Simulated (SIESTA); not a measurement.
# CuO (Tenorite) (C2/c) in SIESTA: further runs, part 2 of 2

SIESTA 5.4.2.

**3. Band structure, AM05**

CuO.fdf reads:

```
SystemName                      Tenorite
SystemLabel                     CuO
NumberOfSpecies                 2
NumberOfAtoms                   4
%block ChemicalSpeciesLabel
  1  29 Cu
  2   8 O
%endblock ChemicalSpeciesLabel

LatticeConstant                 1.0 Ang
%block LatticeVectors
     2.3418500000    -1.7113000000     0.0000000000
     2.3418500000     1.7113000000     0.0000000000
    -0.8500274268     0.0000000000     5.0578693947
%endblock LatticeVectors
AtomicCoordinatesFormat         Fractional
%block AtomicCoordinatesAndAtomicSpecies
     0.5000000000     0.0000000000     0.5000000000  1  Cu
     0.0000000000     0.5000000000     0.0000000000  1  Cu
     0.4184000000     0.5816000000     0.7500000000  2  O
     0.5816000000     0.4184000000     0.2500000000  2  O
%endblock AtomicCoordinatesAndAtomicSpecies

%block kgrid.MonkhorstPack
   10   0   0  0.0
    0  10   0  0.0
    0   0   5  0.0
%endblock kgrid.MonkhorstPack
XC.Functional                   GGA
XC.Authors                      AM05
PAO.BasisSize                   DZP
PAO.EnergyShift                 0.003 Ry
Mesh.Cutoff                     800 Ry
OccupationFunction              FD
ElectronicTemperature           0.05 eV
MaxSCFIterations                120
SCF.MustConverge                false
SCF.Mixer.Method                Pulay
SCF.Mixer.Weight                0.25
SCF.Mixer.History               8
SCF.DM.Tolerance                5.0e-05
SCF.H.Tolerance                 1.0e-03 eV
WriteForces                     true
Charge.Mulliken                 end
Charge.Hirshfeld                end
Charge.Voronoi                  end
SaveRho                         true
SaveElectrostaticPotential      true
BandLinesScale                  ReciprocalLatticeVectors
%block BandLines
    1    0.000000   0.000000   0.000000  \Gamma
   12   -0.500000  -0.500000   0.000000  Y
    4   -0.524785  -0.524785   0.327510  F
    2   -0.500000  -0.500000   0.500000  L
    4   -0.633508  -0.366492   0.500000  I
    1   -0.366492   0.366492   0.500000  I1
   12    0.000000   0.000000   0.500000  Z
   11   -0.475215  -0.475215   0.672490  F1
    1   -0.500000  -0.500000   0.000000  Y
    4   -0.612732  -0.387268   0.000000  X1
    1   -0.387268   0.387268   0.000000  X
   13    0.000000   0.000000   0.000000  \Gamma
   10   -0.500000   0.000000   0.000000  N
    1   -0.500000   0.000000   0.500000  M
   11    0.000000   0.000000   0.000000  \Gamma
%endblock BandLines
%block PAO.Basis
  Cu 5
  n=3 0 2
    2.374 0.000
  n=4 0 2
    7.239 0.000
  n=3 1 2
    2.662 0.000
  n=4 1 1
    7.239
  n=3 2 2
    4.927 0.000
%endblock PAO.Basis
```

Potentials or basis: PseudoDojo 0.4 standard (PBEsol files), DZP (energy shift 0.003 Ry; two zetas on semicore shells).

Launch:

```
siesta < CuO.fdf > CuO.out 2>&1
```

CuO.out:

```text
Version         : 5.4.2

[... 6 lines left out ...]
 NOTE: Please see the manual for full details and compatibility measures.

reinit: Reading from standard input
reinit: Dumping input in INPUT_TMP.91500
************************** Dump of input data file ****************************
SystemName                      Tenorite
SystemLabel                     CuO
NumberOfSpecies                 2
NumberOfAtoms                   4
%block ChemicalSpeciesLabel
  1  29 Cu
  2   8 O
%endblock ChemicalSpeciesLabel
LatticeConstant                 1.0 Ang
%block LatticeVectors
     2.3418500000    -1.7113000000     0.0000000000
     2.3418500000     1.7113000000     0.0000000000
    -0.8500274268     0.0000000000     5.0578693947
%endblock LatticeVectors
AtomicCoordinatesFormat         Fractional
%block AtomicCoordinatesAndAtomicSpecies
     0.5000000000     0.0000000000     0.5000000000  1  Cu
     0.0000000000     0.5000000000     0.0000000000  1  Cu
     0.4184000000     0.5816000000     0.7500000000  2  O
     0.5816000000     0.4184000000     0.2500000000  2  O
%endblock AtomicCoordinatesAndAtomicSpecies
%block kgrid.MonkhorstPack
   10   0   0  0.0
    0  10   0  0.0
    0   0   5  0.0
%endblock kgrid.MonkhorstPack
XC.Functional                   GGA
[... 763 lines left out ...]
               3dxz    3dx2-y2 3dxy    3dyz    3dz2    3dxz    3dx2-y2
   1 18.265   1.938   0.040   0.704  -0.302   1.949   1.947   1.947   0.057
              0.058   0.057   0.122   0.148   0.172   1.772   1.661   1.797

              1.571   1.776   0.157   0.176   0.178   0.165   0.173
   2 18.265   1.938   0.040   0.704  -0.302   1.949   1.947   1.947   0.057
              0.058   0.057   0.122   0.148   0.172   1.772   1.661   1.797

              1.571   1.776   0.157   0.176   0.178   0.165   0.173

Species: O
Atom  Qatom  Qorb
               2s      2s      2py     2pz     2px     2py     2pz     2px
               3Pdxy   3Pdyz   3Pdz2   3Pdxz   3Pdx2-y2
   3  6.735   1.917  -0.074   1.851   1.907   1.869  -0.223  -0.296  -0.263
              0.009   0.009   0.010   0.011   0.009
   4  6.735   1.917  -0.074   1.851   1.907   1.869  -0.223  -0.296  -0.263
              0.009   0.009   0.010   0.011   0.009

mulliken: Qtot =       50.000

Mulliken Atomic Populations:
Atom #   charge [q] valence [e]  Species
     1     0.735252   18.264748  Cu
     2     0.735248   18.264752  Cu
     3    -0.735250    6.735250  O
     4    -0.735250    6.735250  O
 Total    -0.000000

Hirshfeld Atomic Populations:
Atom #   charge [q] valence [e]  Species
     1     0.389434   18.610566  Cu
     2     0.389430   18.610570  Cu
     3    -0.389433    6.389433  O
     4    -0.389433    6.389433  O
 Total    -0.000002

Voronoi Atomic Populations:
Atom #   charge [q] valence [e]  Species
     1     0.500910   18.499090  Cu
     2     0.500906   18.499094  Cu
     3    -0.500909    6.500909  O
     4    -0.500909    6.500909  O
 Total    -0.000002

Job completed
```

Run time: 51 s. Hardware: 1 thread of Intel Xeon 6975P-C (Granite Rapids), shared host; peak memory 0.33 GiB.

What came out:

```
Free energy            : -11197.6301 eV
Pressure               : -1.3 GPa
Largest force          : 0.221 eV/Å
Band gap on the k mesh : none (metal or under the smearing width)
Hirshfeld charges      : Cu +0.39; O -0.39 e
Voronoi charges        : Cu +0.50; O -0.50 e
```

Forces in eV/Å, atoms in the order of the input:
```
Cu   0.000  0.000  0.000
Cu   0.000  0.000  0.000
O    0.000 -0.221  0.000
O    0.000  0.221  0.000
```

Levels at the corners of the path, in eV from the Fermi level:
```tsv
point	band 21	band 22	band 23	band 24	band 25	band 26	band 27	band 28	band 29	band 30
Γ	-2.37	-2.19	-2.12	-1.62	0.25	0.96	1.81	6.09	8.43	15.42
Y	-2.11	-2.09	-1.76	-1.13	-0.55	1.09	3.39	8.47	8.91	10.43
F	-1.85	-1.81	-1.33	-1.24	-0.63	0.17	4.33	6.48	9.94	10.28
L	-1.61	-1.61	-1.20	-1.20	-0.46	-0.46	5.37	5.37	10.07	10.07
I	-1.77	-1.77	-1.40	-1.40	-0.31	-0.31	6.02	6.02	9.98	9.98
I1	-1.77	-1.77	-1.40	-1.40	-0.31	-0.31	6.02	6.02	9.98	9.98
Z	-2.20	-2.20	-1.45	-1.45	0.24	0.24	4.03	4.03	12.43	12.43
F1	-1.85	-1.81	-1.33	-1.24	-0.63	0.17	4.33	6.48	9.94	10.28
Y	-2.11	-2.09	-1.76	-1.13	-0.55	1.09	3.39	8.47	8.91	10.43
X1	-2.07	-1.98	-1.44	-1.26	-1.22	0.90	4.95	7.52	8.98	10.27
X	-2.07	-1.98	-1.44	-1.26	-1.22	0.90	4.95	7.52	8.98	10.27
Γ	-2.37	-2.19	-2.12	-1.62	0.25	0.96	1.81	6.09	8.43	15.42
N	-2.02	-1.54	-1.45	-1.34	-0.01	0.26	5.04	6.57	7.23	11.55
M	-2.20	-2.12	-1.70	-1.53	-0.05	0.77	5.21	7.01	8.31	9.06
Γ	-2.37	-2.19	-2.12	-1.62	0.25	0.96	1.81	6.09	8.43	15.42
```

Caveat: Mulliken charges of long-ranged orbitals can have an unphysical sign; short orbitals over semicore shells can move pressures by several GPa; the potentials were made for another functional, which shifts forces and pressure; the basis of atomic orbitals isn't converged, which shifts pressures, moduli and gaps; the run has no spin polarisation, though such a crystal can be magnetic; semilocal functionals often make such compounds metallic where correlation or magnetic order opens a gap, which also shifts bond lengths. With open d or f shells a metallic result of AM05 can be an artefact of self-interaction; +U or a hybrid may open a gap.
